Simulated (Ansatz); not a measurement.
The cell is N (Pa-3) from a database of computed structures; cell and atoms were relaxed with r2SCAN+rVV10. It is cubic, Pa-3 (No. 205); conventional cell a = 5.472 Å, 20.49 Å³ an atom. N is surrounded by 1 N at 1.09 Å.

```xyz
8
Lattice="5.4725 0.0000 0.0000 0.0000 5.4725 0.0000 0.0000 0.0000 5.4725" Properties=species:S:1:pos:R:3 pbc="T T T"
N     0.3162    0.3162    0.3162
N     2.4201    5.1563    3.0524
N     3.0524    2.4201    5.1563
N     5.1563    3.0524    2.4201
N     5.1575    5.1575    5.1575
N     3.0512    0.3150    2.4212
N     2.4212    3.0512    0.3150
N     0.3150    2.4212    3.0512
```

4 runs of the PAW code Ansatz on this cell differ in the functional (and in the settings that go with it). Levels are in eV from each run's valence top; v1 is the last filled band, c1 the first empty one.

Run A, mean stress -0.3 GPa (compression positive):
```
point     v5     v3     v1     c1     c2     c3
    Γ  -0.98  -0.04  -0.04  10.45  10.45  10.45
    M  -1.08  -0.15  -0.15  11.32  11.32  11.32
    R  -0.97  -0.29  -0.29  11.33  11.33  11.33
    X  -1.11  -0.26   0.00  10.82  10.82  11.32
```

Run B, mean stress +2.7 GPa (compression positive):
```
point     v5     v3     v1    c1    c2    c3
    Γ  -1.38  -0.03  -0.03  7.34  7.34  7.34
    M  -1.47  -0.18  -0.18  8.06  8.06  8.06
    R  -1.38  -0.28  -0.28  8.06  8.06  8.06
    X  -1.50  -0.33   0.00  7.65  7.65  8.06
```

Run C, mean stress -0.3 GPa (compression positive):
```
point     v5     v3     v1     c1     c2     c3
    Γ  -0.98  -0.04  -0.04   9.64   9.64   9.64
    M  -1.08  -0.15  -0.15  10.51  10.51  10.51
    R  -0.97  -0.28  -0.28  10.52  10.52  10.52
    X  -1.11  -0.26   0.00  10.01  10.01  10.51
```

Run D, mean stress +0.3 GPa (compression positive):
```
point     v5     v3     v1    c1    c2    c3
    Γ  -1.25  -0.03  -0.03  8.00  8.00  8.00
    M  -1.35  -0.17  -0.17  8.75  8.75  8.75
    R  -1.25  -0.27  -0.27  8.75  8.75  8.75
    X  -1.38  -0.31   0.00  8.32  8.32  8.75
```

**Question.** Match the runs to PBE, r2SCAN, HSE06, PBE0.

**Answer.** A is PBE0, B is PBE, C is HSE06, D is r2SCAN. In order of the gap: PBE 7.34, r2SCAN 8.00, HSE06 9.64, PBE0 10.45 eV.

No spin polarisation and no zero-point or thermal motion.

The program warns that its thresholds are loose for a hybrid's stress.

The meshes of the hybrids are coarse, so their gaps aren't converged to the digits shown.
